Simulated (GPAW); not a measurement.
Here is a GPAW 26.7.0 calculation.

Contents of run.py:

```python
from ase import Atoms
from ase.dft.bandgap import bandgap
from ase.io import write
from ase.units import GPa
from gpaw import GPAW, PW

atoms = Atoms(['Co', 'Co', 'O', 'O'],
              cell=[[3.1976457435, 0.0, 0.0],
                    [-1.5988228718, 2.7692424462, 0.0],
                    [0.0, 0.0, 5.22870971]],
              scaled_positions=[[0.3333333333, 0.6666666667, 0.50336241],
                                [0.0, 0.0, 0.00347414],
                                [0.3333333333, 0.6666666667, 0.8715556],
                                [0.0, 0.0, 0.37160885]],
              pbc=True)
atoms.set_initial_magnetic_moments([2.0, 2.0, 0.0, 0.0])

calc = GPAW(mode=PW(800),
            xc='PBE',
            kpts={'size': (10, 10, 5), 'gamma': True},
            occupations={'name': 'fermi-dirac', 'width': 0.05},
            nbands=30,
            convergence={'density': 1e-05, 'energy': 1e-05},
            maxiter=150,
            txt='gpaw.txt')
atoms.calc = calc
energy = atoms.get_potential_energy()
forces = atoms.get_forces()
stress = atoms.get_stress()
calc.write('gs.gpw')
write('result.traj', atoms)
print(f'Energy: {energy:.6f} eV')
print('Forces (eV/A):')
print(forces.round(4))
print('Stress (GPa):', (stress / GPa).round(3))
print('Moments:', calc.get_magnetic_moments().round(3))
print('Fermi level:', round(calc.get_fermi_level(), 4), 'eV')
print(f'Gap: {bandgap(calc)[0]:.4f} eV, direct: {bandgap(calc, direct=True)[0]:.4f} eV')
```

Potentials or basis: GPAW PAW data sets (gpaw-data 1.2.1), pw.

The run is started by

```console
$ OMP_NUM_THREADS=1 python run.py
```

What does it give for the net moment?

5.86 μB per cell.

What does it give for the largest force?

0.321 eV/Å.

Estimate the site moments.

Co +2.44; O +0.24 μB.

Stress tensor (GPa, compression positive):
```
1.09 0.00 0.00
0.00 1.09 0.00
0.00 0.00 4.94
```

Caveat: semilocal functionals often make such compounds metallic where correlation or magnetic order opens a gap, which also shifts bond lengths.
